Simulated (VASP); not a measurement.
Write the native input for VASP 6.6.1 that does the following.

- Task: relaxation of cell and atoms
- Functional: LDA
- Potentials or basis: VASP PAW LDA potentials, release 64 (Na_pv, I)
- Cutoff: 600 eV
- k mesh: 8 × 8 × 8
- Occupations: gaussian, width 0.03 eV
- Spin: no spin polarisation
- Further INCAR settings: ALGO = Normal; EDIFF = 1e-06; IBRION = 2; EDIFFG = -0.01; NSW = 90; ISIF = 3

The structure of NaI lies in POSCAR:

```
NaI
1.0
    0.0000000000      3.2364000000      3.2364000000
    3.2364000000      0.0000000000      3.2364000000
    3.2364000000      3.2364000000      0.0000000000
Na I
1 1
Direct
    0.0000000000      0.0000000000      0.0000000000
    0.5000000000      0.5000000000      0.5000000000
```

One way to write it, as run:

INCAR

```
SYSTEM = NaI
PREC     = Accurate       ! precision mode
ENCUT    = 600            ! plane-wave cutoff, eV
EDIFF    = 1E-6           ! SCF threshold, eV
ISMEAR   = 0              ! smearing method
SIGMA    = 0.03           ! smearing width, eV
LREAL    = .False.        ! projectors in reciprocal space
LASPH    = .True.         ! aspherical terms in the spheres
NELM     = 80             ! most SCF steps
ALGO     = Normal         ! electronic algorithm
ISIF     = 3              ! what is computed and relaxed
LWAVE    = .False.        ! write WAVECAR
LCHARG   = .False.        ! write CHGCAR
IBRION   = 2              ! ionic algorithm
NSW      = 90             ! ionic steps
EDIFFG   = -0.01          ! ionic threshold
```

KPOINTS

```
Automatic mesh
0
Gamma
  8 8 8
  0 0 0
```

Potentials or basis: VASP PAW LDA potentials, release 64 (Na_pv, I).

Run with:

```sh
$ cat potpaw_LDA.64/Na_pv/POTCAR potpaw_LDA.64/I/POTCAR > POTCAR
$ mpirun -np 1 vasp_std > vasp.out
```

It gave:

| Quantity | Value |
| --- | --- |
| Relaxed volume | 30.68 Å³/atom |
| Relaxed cell | a = 4.427 Å, b = 4.427 Å, c = 4.427 Å, α = 60.00°, β = 60.00°, γ = 60.00° |
| Space group after relaxing (to 0.05 Å) | Fm-3m (No. 225) |
| Energy gained by relaxing | 17.8 meV/atom |
| Ionic steps | 4 |
| Pressure after relaxing | 0.0 GPa |
| Band gap on the k mesh | 3.63 eV, direct |

Caveat: spin-orbit coupling is left out, which moves the levels of the heavy elements.

Wall time 37 s on 1 thread of Intel(R) Xeon(R) 6975P-C (Granite Rapids) (shared host), peak memory 0.21 GiB.
